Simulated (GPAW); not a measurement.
# BAs (F-43m) in GPAW: settings compared

One crystal, BAs, is run at these levels: PBE+D3(BJ), RPBE+D3(BJ); tasks: equation of state.

All numbers are computed with GPAW 26.7.0; they aren't measurements. Logs are shortened: lines on timing, memory, paths and dates and some standing lists are left out, and cuts for length are marked. The log counts tension as positive stress, the text compression.

**Measured values to compare with.**

“Basic Physical Properties of Cubic Boron Arsenide”, 2019, arxiv:1911.11281 quotes, for a bulk crystal of BAs: bulk modulus 148 GPa.

How close the calculation comes is told below.

## 1. The structure

It takes space group F-43m (No. 216, cubic). Conventional cell: a = 4.777 Å, b = 4.777 Å, c = 4.777 Å, α = 90.00°, β = 90.00°, γ = 90.00°. Around As (site symmetry -43m) lie 4 B at 2.07 Å. B (site symmetry -43m) is surrounded by 4 As at 2.07 Å.

## 2. Equation of state, PBE+D3(BJ)

Contents of run.py:

```python
from ase import Atoms
from ase.calculators.mixing import SumCalculator
from ase.eos import EquationOfState
from ase.io import Trajectory
from ase.units import GPa
from dftd3.ase import DFTD3
from gpaw import GPAW, PW

atoms = Atoms(['As', 'B'],
              cell=[[0.0, 2.3885, 2.3885],
                    [2.3885, 0.0, 2.3885],
                    [2.3885, 2.3885, 0.0]],
              scaled_positions=[[0.75, 0.75, 0.75],
                                [0.0, 0.0, 0.0]],
              pbc=True)

traj = Trajectory('eos.traj', 'w')
volumes, energies = [], []
for x in [0.94, 0.96, 0.98, 1.0, 1.02, 1.04, 1.06]:
    a = atoms.copy()
    a.set_cell(atoms.cell * x**(1 / 3), scale_atoms=True)
    calc = GPAW(mode=PW(800),
                xc='PBE',
                kpts={'size': (8, 8, 8), 'gamma': True},
                occupations={'name': 'fermi-dirac', 'width': 0.05},
                nbands=11,
                convergence={'density': 1e-05, 'energy': 1e-05},
                maxiter=150,
                txt=f'eos-{x:.2f}.txt')
    a.calc = SumCalculator([calc, DFTD3(method='pbe', damping='d3bj')])
    energies.append(a.get_potential_energy())
    volumes.append(a.get_volume())
    p = -a.get_stress()[:3].mean() / GPa
    calc.write(f'eos-{x:.2f}.gpw')
    traj.write(a)
    print(f'{x:.2f} {volumes[-1]:10.4f} A^3 {energies[-1]:14.6f} eV {p:9.3f} GPa', flush=True)

v0, e0, B = EquationOfState(volumes, energies, eos='birchmurnaghan').fit()
print(f'V0 = {v0:.4f} A^3, E0 = {e0:.6f} eV, B0 = {B / GPa:.2f} GPa')
```

Potentials or basis: GPAW PAW data sets (gpaw-data 1.2.1), pw.

Started as:

```console
OMP_NUM_THREADS=1 python run.py
```

The program printed:

```text
__  _  _
 | _ |_)|_||  |
 |__||  | ||/\| - 26.7.0

Input parameters:
  mode=PW(ecut=800.0),
  convergence={'density': 1e-05, 'energy': 1e-05},
  kpts=MonkhorstPack(size=(8, 8, 8), gamma=True),
  maxiter=150,
  nbands=11,
  occupations=Occupations(name='fermi-dirac', width=0.05),
  xc=XC(name='PBE')

Diagonalizing LCAO Hamiltonian
Converting LCAO to pw mode

                  As

       B

Atoms  # Å, Bohr magnetons
|   | symbol |        x |        y |        z |    initial magnetic moments |
|---|--------|----------|----------|----------|-----------------------------|
| 0 |     As | 3.509612 | 3.509612 | 3.509612 | ( 0.0000,  0.0000,  0.0000) |
| 1 |      B | 0.000000 | 0.000000 | 0.000000 | ( 0.0000,  0.0000,  0.0000) |

Unit cell  # Å
| periodic |        x |        y |        z |  lengths |    angles |
|----------|----------|----------|----------|----------|-----------|
|      yes | 0.000000 | 2.339741 | 2.339741 | 3.308894 | 60.000000 |
|      yes | 2.339741 | 0.000000 | 2.339741 | 3.308894 | 60.000000 |
|      yes | 2.339741 | 2.339741 | 0.000000 | 3.308894 | 60.000000 |

Number of symmetries: 24
Symmetry operations  # r_c * U_cc + t_c -> r_c
|    | kind |            matrix            |
|----|------|------------------------------|
|  0 |  E   |  1, 0, 0,  0, 1, 0,  0, 0, 1 |
|  1 |  σ   |  1, 0, 0,  0, 0, 1,  0, 1, 0 |
|  2 |  σ   |  1, 0,-1,  0, 1,-1,  0, 0,-1 |
|  3 |  C3  |  1, 0,-1,  0, 0,-1,  0, 1,-1 |
|  4 |  C3  |  1,-1, 0,  0,-1, 1,  0,-1, 0 |
|  5 |  σ   |  1,-1, 0,  0,-1, 0,  0,-1, 1 |
|  6 |  σ   |  0, 1, 0,  1, 0, 0,  0, 0, 1 |
|  7 |  C3  |  0, 1, 0,  0, 0, 1,  1, 0, 0 |
|  8 |  C2  |  0, 1,-1,  1, 0,-1,  0, 0,-1 |
|  9 |  S4  |  0, 1,-1,  0, 0,-1,  1, 0,-1 |
| 10 |  C3  |  0, 0, 1,  1, 0, 0,  0, 1, 0 |
| 11 |  σ   |  0, 0, 1,  0, 1, 0,  1, 0, 0 |
| 12 |  S4  |  0, 0,-1,  1, 0,-1,  0, 1,-1 |
| 13 |  C3  |  0, 0,-1,  0, 1,-1,  1, 0,-1 |
| 14 |  S4  |  0,-1, 1,  1,-1, 0,  0,-1, 0 |
| 15 |  C2  |  0,-1, 1,  0,-1, 0,  1,-1, 0 |
| 16 |  C3  |  0,-1, 0,  1,-1, 0,  0,-1, 1 |
| 17 |  S4  |  0,-1, 0,  0,-1, 1,  1,-1, 0 |
| 18 |  S4  | -1, 1, 0, -1, 0, 1, -1, 0, 0 |
| 19 |  C3  | -1, 1, 0, -1, 0, 0, -1, 0, 1 |
| 20 |  C3  | -1, 0, 1, -1, 1, 0, -1, 0, 0 |
| 21 |  S4  | -1, 0, 1, -1, 0, 0, -1, 1, 0 |
| 22 |  σ   | -1, 0, 0, -1, 1, 0, -1, 0, 1 |
| 23 |  C2  | -1, 0, 0, -1, 0, 1, -1, 1, 0 |

BZ-sampling:
  Number of BZ points: 512
  Number of IBZ points: 29

  Monkhorst-Pack size: [8, 8, 8]
  Monkhorst-Pack shift: [0.0625, 0.0625, 0.0625]

K-points  # in reciprocal-cell coordinates
|     |                                coordinates |     weight |
|-----|--------------------------------------------|------------|
|   0 | (  0.00000000,   0.00000000,   0.00000000) | 0.00195312 |
|   1 | (  0.12500000,   0.12500000,   0.00000000) | 0.01171875 |
|   2 | (  0.12500000,   0.12500000,   0.12500000) | 0.01562500 |
|   3 | (  0.25000000,   0.12500000,   0.12500000) | 0.02343750 |
|   4 | (  0.25000000,   0.25000000,   0.00000000) | 0.01171875 |
|   5 | (  0.25000000,   0.25000000,   0.12500000) | 0.04687500 |
|   6 | (  0.25000000,   0.25000000,   0.25000000) | 0.01562500 |
|   7 | (  0.37500000,   0.25000000,  -0.37500000) | 0.04687500 |
|   8 | (  0.37500000,   0.25000000,   0.12500000) | 0.04687500 |
|   9 | (  0.37500000,   0.25000000,   0.25000000) | 0.04687500 |
| ... |                                            |            |
|  28 | (  0.50000000,   0.50000000,   0.50000000) | 0.00781250 |

Plane wave coefficients: 1363
Cutoff: 800.0 eV

Spin-components: 1 (collinear spins)
Bands:           11
Projectors:      10
Spin-degeneracy: 2
Datatype:        complex128

Parallelization:
  kpt:    1
  domain: 1
  band:   1

Density:
  Valence electrons: 8.0
  Components: 1
  Grid points: [24 24 24]
  Charge: 0.0  # |e|

Potential:
  Grid points: [24 24 24]

species:
  As:
    name:    Arsenic
    Z:       33.0
    valence: 5
    core:    28
    charge:  0.0  # [|e|]
    compensation charges:
      type: gauss
      rc: 0.33  # [Å]
      lmax: 2
    cutoffs:
      filter: 1.87  # [Å]
      core: 2.96  # [Å]
    projectors
    | kind |    occ | energy [eV] | rcut [Å] |
    |------|--------|-------------|----------|
    |   4s |  2.000 |     -14.487 |    1.058 |
    |   4p |  3.000 |      -5.196 |    1.058 |
    |    s |        |      12.725 |    1.058 |
    |    p |        |      22.016 |    1.058 |
    |    d |        |       0.000 |    1.058 |

    Using partial waves for As as LCAO basis

  B:
    name:    Boron
    Z:       5.0
    valence: 3
    core:    2
    charge:  0.0  # [|e|]
    compensation charges:
      type: gauss
      rc: 0.20  # [Å]
      lmax: 2
    cutoffs:
      filter: 1.14  # [Å]
      core: 1.38  # [Å]
    projectors
    | kind |    occ | energy [eV] | rcut [Å] |
    |------|--------|-------------|----------|
    |   2s |  2.000 |      -9.443 |    0.635 |
    |   2p |  1.000 |      -3.606 |    0.635 |
    |    s |        |      17.768 |    0.635 |
    |    p |        |      23.605 |    0.635 |
    |    d |        |       0.000 |    0.635 |

    Using partial waves for B as LCAO basis

Reference energy: -62172.463167  # eV

eigensolver:
  PPCG
  Converge bands: occupied
  niter=2

density mixing:
  MSR1-Mixer
  Pratt-step length: 0.05
  Maximum mixing coefficient: 0.75
  Old densities: 10
  SVD Regularization: 0.005
  Good broyden scale: 1.0
  Trust region scale: 1.0
  Backstep threshold: 4.0
  History deletion threshold: 6.0
  Fourier metric: weight=20.0, sigma=0.015

occupation numbers:
  Fermi-Dirac:
    width: 0.0500  # eV

poisson solver:
  ecut: 6400.0  # eV

xc functional:
  name: PBE with 2 nearest neighbor stencil

convergence criteria:
- Maximum integral of absolute [dens]ity change: 1e-05 electrons / valence electron
- Maximum [total energy] change in last 3 cyles: 1e-05 eV / valence electron
- Maximum integral of absolute [eigenst]ate change: 4e-08 eV^2 / valence electron
maximum number of iterations: 150

SCF iterations
|iter     | |      energy | eigst |  dens |
|---------|-|-------------|-------|-------|
|iter:   1| |  -12.011497 | -0.25 |       |
|iter:   2| |  -11.873335 | -2.31 | -0.70 |
|iter:   3| |  -11.321691 | -1.61 | -0.74 |
|iter:   4| |  -11.318465 | -3.05 | -1.44 |
|iter:   5| |  -11.319100 | -3.93 | -1.88 |
|iter:   6| |  -11.319145 | -5.60 | -2.62 |
|iter:   7| |  -11.319145c| -7.45c| -3.63 |
|iter:   8| |  -11.319145c| -8.70c| -4.14 |
|iter:   9| |  -11.319145c| -9.52c| -5.40c|

Converged in 9 steps
Energy contributions relative to reference atoms: (reference = -62172.463167)

Energy contributions:
  Kinetic:          27.320518
  Coulomb:         -23.582155
  Zero:             -0.007383
  External:          0.000000
  Xc:              -15.050126
  Entropy:          -0.000000
  Spinorbit:         0.000000
  ----------------------------
  Free energy:     -11.319145
  Extrapolated:    -11.319145

dipole moment: (-3.033685, -3.033685, -3.033685)  # |e|*Ang

Fermi level: 9.344
Eigenvalues  # (at kpt = [0.000, 0.000, 0.000])
| band index |      eig [eV] | occ [0-2] |
|------------|---------------|-----------|
|          0 |        -7.179 |     2.000 |
|          1 |         8.794 |     2.000 |
|          2 |         8.794 |     2.000 |
|          3 |         8.794 |     2.000 |
|          4 |        12.170 |     0.000 |
|          5 |        12.170 |     0.000 |
|          6 |        12.170 |     0.000 |
|          7 |        14.327 |     0.000 |
|          8 |        18.762 |     0.000 |
|          9 |        22.145 |     0.000 |
|         10 |        22.148 |     0.000 |

Gap: 1.135 eV
Transition (v -> c):
  (s=0, k=0, n=3, [0.00, 0.00, 0.00]) -> (s=0, k=12, n=4, [0.38, 0.38, 0.00])
Direct/indirect transitions are different
Direct gap: 3.376 eV
Transition at: (s=0, k=0, n=3, [0.00, 0.00, 0.00])

Stress tensor  # eV/Ang^3
|         x |         y |         z |
|-----------|-----------|-----------|
| -0.084362 | -0.000000 |  0.000000 |
| -0.000000 | -0.084362 |  0.000000 |
|  0.000000 |  0.000000 | -0.084362 |

# Writing to eos-0.94.gpw (mode='')
```

Wall time 75 s (1 thread of Arm Neoverse V1, shared host); peak memory 0.22 GiB.

What came out:

- Equilibrium volume: 13.58 Å³/atom
- Bulk modulus: 140 GPa
- Pressure derivative of the bulk modulus: 4.2

Energy against volume, from the lowest point:
| volume (Å³/atom) | energy (meV/atom) |
| --- | --- |
| 12.809 | 21.08 |
| 13.081 | 8.45 |
| 13.354 | 1.61 |
| 13.626 | 0.00 |
| 13.899 | 3.08 |
| 14.171 | 10.41 |
| 14.444 | 21.54 |

## 3. Equation of state, RPBE+D3(BJ)

Edit run.py of step 2 so:

```diff
@@ -22,3 +22,3 @@
     calc = GPAW(mode=PW(800),
-                xc='PBE',
+                xc='RPBE',
                 kpts={'size': (8, 8, 8), 'gamma': True},
@@ -29,3 +29,3 @@
                 txt=f'eos-{x:.2f}.txt')
-    a.calc = SumCalculator([calc, DFTD3(method='pbe', damping='d3bj')])
+    a.calc = SumCalculator([calc, DFTD3(method='rpbe', damping='d3bj')])
     energies.append(a.get_potential_energy())
```

Potentials or basis: the program's PAW data sets (release 1.2.1) made for this functional, pw.

Started as:

```console
OMP_NUM_THREADS=1 python run.py
```

It took 76 s on 1 thread of Arm Neoverse V1, shared host; peak memory 0.22 GiB.

Results (log left out):

```yaml
Equilibrium_volume: "12.40 Å³/atom (rough: see the caveat)"
Bulk_modulus: 166 GPa (rough)
```

Energy against volume, from the lowest point:
| volume (Å³/atom) | energy (meV/atom) |
| --- | --- |
| 12.809 | 0.00 |
| 13.081 | 11.04 |
| 13.354 | 26.62 |
| 13.626 | 46.23 |
| 13.899 | 69.41 |
| 14.171 | 95.74 |
| 14.444 | 124.83 |

Caveat: the minimum lies outside the volumes run.

## 4. Against experiment

Step 2. A measured bulk modulus of BAs is 148 GPa (quoted in “Basic Physical Properties of Cubic Boron Arsenide”, 2019, arxiv:1911.11281); the calculated 140 GPa misses it by -5.4 %. The fit is for a static lattice scaled at fixed shape and fixed fractional positions.
